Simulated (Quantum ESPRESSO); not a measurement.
Input of a Quantum ESPRESSO 7.5 run:

pw.in

```
&CONTROL
  calculation = 'scf'
  prefix = 'pwscf'
  outdir = './tmp'
  pseudo_dir = './pseudo'
  tprnfor = .true.
  tstress = .true.
  disk_io = 'low'
/
&SYSTEM
  ibrav = 0
  A = 3.12728298
  nat = 2
  ntyp = 2
  ecutwfc = 88
  nbnd = 24
  input_dft = 'scan'
  occupations = 'smearing'
  smearing = 'fd'
  degauss = 0.00367493
  nosym = .true.
/
&ELECTRONS
  conv_thr = 1d-08
  electron_maxstep = 120
  mixing_beta = 0.5
/
ATOMIC_SPECIES
Ta   180.9479 Ta_ONCV_PBE-1.2.upf
N     14.0070 N_ONCV_PBE-1.2.upf
CELL_PARAMETERS alat
   0.0000000000    0.7071067806    0.7071067806
   0.7071067806    0.0000000000    0.7071067806
   0.7071067806    0.7071067806    0.0000000000
ATOMIC_POSITIONS alat
Ta     0.7071067806    0.7071067806    0.7071067806
N      0.0000000000    0.0000000000    0.0000000000
K_POINTS automatic
8 8 8 0 0 0
```

Contents of bands.in:

```
&CONTROL
  calculation = 'bands'
  prefix = 'pwscf'
  outdir = './tmp'
  pseudo_dir = './pseudo'
  disk_io = 'low'
  verbosity = 'high'
/
&SYSTEM
  ibrav = 0
  A = 3.12728298
  nat = 2
  ntyp = 2
  ecutwfc = 88
  nbnd = 24
  input_dft = 'scan'
  occupations = 'smearing'
  smearing = 'fd'
  degauss = 0.00367493
  nosym = .true.
/
&ELECTRONS
  conv_thr = 1d-08
  electron_maxstep = 120
  mixing_beta = 0.5
  diago_full_acc = .true.
  startingwfc = 'random'
/
ATOMIC_SPECIES
Ta   180.9479 Ta_ONCV_PBE-1.2.upf
N     14.0070 N_ONCV_PBE-1.2.upf
CELL_PARAMETERS alat
   0.0000000000    0.7071067806    0.7071067806
   0.7071067806    0.0000000000    0.7071067806
   0.7071067806    0.7071067806    0.0000000000
ATOMIC_POSITIONS alat
Ta     0.7071067806    0.7071067806    0.7071067806
N      0.0000000000    0.0000000000    0.0000000000
K_POINTS crystal
60
 0.0000000000  0.0000000000  0.0000000000 1
 0.0625000000  0.0000000000  0.0625000000 1
 0.1250000000  0.0000000000  0.1250000000 1
 0.1875000000  0.0000000000  0.1875000000 1
 0.2500000000  0.0000000000  0.2500000000 1
 0.3125000000  0.0000000000  0.3125000000 1
 0.3750000000  0.0000000000  0.3750000000 1
 0.4375000000  0.0000000000  0.4375000000 1
 0.5000000000  0.0000000000  0.5000000000 1
 0.5000000000  0.0625000000  0.5625000000 1
 0.5000000000  0.1250000000  0.6250000000 1
 0.5000000000  0.1875000000  0.6875000000 1
 0.5000000000  0.2500000000  0.7500000000 1
 0.4375000000  0.3125000000  0.7500000000 1
 0.3750000000  0.3750000000  0.7500000000 1
 0.3375000000  0.3375000000  0.6750000000 1
 0.3000000000  0.3000000000  0.6000000000 1
 0.2625000000  0.2625000000  0.5250000000 1
 0.2250000000  0.2250000000  0.4500000000 1
 0.1875000000  0.1875000000  0.3750000000 1
 0.1500000000  0.1500000000  0.3000000000 1
 0.1125000000  0.1125000000  0.2250000000 1
 0.0750000000  0.0750000000  0.1500000000 1
 0.0375000000  0.0375000000  0.0750000000 1
 0.0000000000  0.0000000000  0.0000000000 1
 0.0625000000  0.0625000000  0.0625000000 1
 0.1250000000  0.1250000000  0.1250000000 1
 0.1875000000  0.1875000000  0.1875000000 1
 0.2500000000  0.2500000000  0.2500000000 1
 0.3125000000  0.3125000000  0.3125000000 1
 0.3750000000  0.3750000000  0.3750000000 1
 0.4375000000  0.4375000000  0.4375000000 1
 0.5000000000  0.5000000000  0.5000000000 1
 0.5250000000  0.4500000000  0.5250000000 1
 0.5500000000  0.4000000000  0.5500000000 1
 0.5750000000  0.3500000000  0.5750000000 1
 0.6000000000  0.3000000000  0.6000000000 1
 0.6250000000  0.2500000000  0.6250000000 1
 0.5833333333  0.2500000000  0.6666666667 1
 0.5416666667  0.2500000000  0.7083333333 1
 0.5000000000  0.2500000000  0.7500000000 1
 0.5000000000  0.2857142857  0.7142857143 1
 0.5000000000  0.3214285714  0.6785714286 1
 0.5000000000  0.3571428571  0.6428571429 1
 0.5000000000  0.3928571429  0.6071428571 1
 0.5000000000  0.4285714286  0.5714285714 1
 0.5000000000  0.4642857143  0.5357142857 1
 0.5000000000  0.5000000000  0.5000000000 1
 0.4821428571  0.4821428571  0.5357142857 1
 0.4642857143  0.4642857143  0.5714285714 1
 0.4464285714  0.4464285714  0.6071428571 1
 0.4285714286  0.4285714286  0.6428571429 1
 0.4107142857  0.4107142857  0.6785714286 1
 0.3928571429  0.3928571429  0.7142857143 1
 0.3750000000  0.3750000000  0.7500000000 1
 0.6250000000  0.2500000000  0.6250000000 1
 0.5937500000  0.1875000000  0.5937500000 1
 0.5625000000  0.1250000000  0.5625000000 1
 0.5312500000  0.0625000000  0.5312500000 1
 0.5000000000  0.0000000000  0.5000000000 1
```

Potentials or basis: SG15 PBE 1.2.

Launch:

```sh
$ OMP_NUM_THREADS=1 pw.x -in pw.in > pw.out
$ OMP_NUM_THREADS=1 pw.x -in bands.in > bands.out
```

(1) What does it give for the band gap on the k mesh?

(2) What does it give for the pressure?

Results:

(1) none (metal or under the smearing width).

(2) -17.5 GPa.

Caveat: the potentials were made for another functional, which shifts forces and pressure; spin-orbit coupling is left out, which moves the levels of the heavy elements.
